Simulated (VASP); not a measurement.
# Ta: single point with PBEsol

Ta:

```
Ta
1.0
     2.84348    0.00000    0.00000
    -0.94783    2.68086    0.00000
     0.94783    1.34043    2.32169
Ta
1
Cartesian
  0.0000 0.0000 0.0000
```

- Program: VASP 6.6.1
- Task: single point
- Functional: PBEsol
- Potentials or basis: VASP PAW PBE potentials, release 64 (Ta_pv)
- Cutoff: 520 eV
- k mesh: 14 × 14 × 23
- Occupations: methfessel-paxton, width 0.1 eV
- Spin: no spin polarisation
- Further INCAR settings: ALGO = Normal; EDIFF = 1e-06; NBANDS = 12

```json
{"Pressure": "-0.1 GPa", "Band gap on the k mesh": "none (metal or under the smearing width)"}
```

Levels at points of the mesh, in eV from the Fermi level:
```tsv
k point	band 3	band 4	band 5	band 6	band 7	band 8	band 9	band 10
(0.00, 0.00, 0.00)	-32.93	-7.97	0.74	0.74	0.74	4.08	4.08	15.15
(0.50, 0.00, 0.00)	-32.94	-4.44	-1.58	1.72	3.97	5.02	8.00	12.02
```

Core levels (eV, on the scale of the bands):
```
atom                                                                                                                          levels
1 Ta  1s -67331.5, 2s -11557.2, 2p -10124.4, 3s -2638.7, 3p -2212.8, 3d -1716.5, 4s -528.8, 4p -389.1, 4d -210.5, 4f -13.2, 5s -61.4
```

It took 100 s on 1 thread of AMD EPYC 9R45 96-Core Processor (Zen 5) (shared host), peak memory 0.32 GiB.

Caveat: the PAW data sets were made with another functional, which shifts forces and pressure a little. Spin-orbit coupling is left out, which matters for the levels of Ta.
